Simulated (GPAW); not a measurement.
Runs of GPAW 26.7.0 on CoO. Symmetry: I4/mmm, No. 139, tetragonal system. The conventional cell has a = 3.016 Å, b = 3.016 Å, c = 4.214 Å, α = 90.00°, β = 90.00°, γ = 90.00°. Co (site symmetry 4/mmm) is surrounded by 6 O at 2.11 to 2.13 Å. Around O (site symmetry 4/mmm) lie 6 Co at 2.11 to 2.13 Å. 

```tsv
task	level	potentials or basis	cell	k mesh	cutoff (eV)	smearing	eigensolver	convergence	supercell	supercell k mesh	displacement	grid spacing	mesh quality	gap on the mesh (eV)	pressure (GPa)	moment (μB)
single point	RPBE	the program's PAW data sets (release 1.2.1) made for this functional, pw	as given	12 × 12 × 12	800	gaussian 0.05 eV	-	-	-	-	-	-	not flagged	none	6.8	2.97
single point	PBEsol	PAW data sets generated in the run's folder for this functional, pw	as given	12 × 12 × 12	800	gaussian 0.1 eV	-	-	-	-	-	-	not flagged	none	-8.2	2.95
electron localisation function	BLYP+D4	PAW data sets generated in the run's folder for this functional, pw	as given	12 × 12 × 12	800	gaussian 0.01 eV	davidson	-	-	-	-	-	not flagged	none	0.6	2.82
single point	PBE	GPAW PAW data sets (gpaw-data 1.2.1), pw	as given	12 × 12 × 12	800	fermi-dirac 0.05 eV	-	-	-	-	-	-	not flagged	none	0.6	(a)
hyperfine couplings	RPBE	the program's PAW data sets (release 1.2.1) made for this functional, fd	as given	12 × 12 × 12	-	fermi-dirac 0.05 eV	-	-	-	-	-	0.16 Å	not flagged	none	-	2.95
phonons	PBE	GPAW PAW data sets (gpaw-data 1.2.1), pw	atoms relaxed	9 × 9 × 9	680	fermi-dirac 0.05 eV	-	density=1e-06 eigenstates=1e-09	1 × 1 × 1	9 × 9 × 9	0.02	-	not flagged	none	-0.8	2.89
single point	PBE	GPAW PAW data sets (gpaw-data 1.2.1), pw	as given	12 × 12 × 12	800	gaussian 0.02 eV	-	-	-	-	-	-	not flagged	none	0.6	2.95
single point	RPBE	the program's PAW data sets (release 1.2.1) made for this functional, pw	the cell as VASP's run set it	12 × 12 × 12	800	gaussian 0.05 eV	-	-	-	-	-	-	not flagged	none	6.8	2.97
```

Alike in all rows: spin collinear, ferromagnetic start.

Task: Estimate the missing entries.

Result: (a) 2.92.

Caveats: a cell with one magnetic atom can't hold antiferromagnetic order, which such compounds often take; semilocal functionals often make such compounds metallic where correlation or magnetic order opens a gap, which also shifts bond lengths; pairwise dispersion overbinds metals, which lowers pressure and volume (some runs); the dipolar part lacks the spin inside other atoms' spheres (some runs); the cutoff is short for stress and forces, so pressures can be off by a GPa or more (some runs).

A k mesh can miss the band edges.

A gap of «none» marks a metal or a gap under the smearing width.

Not every run made on this cell is shown here.
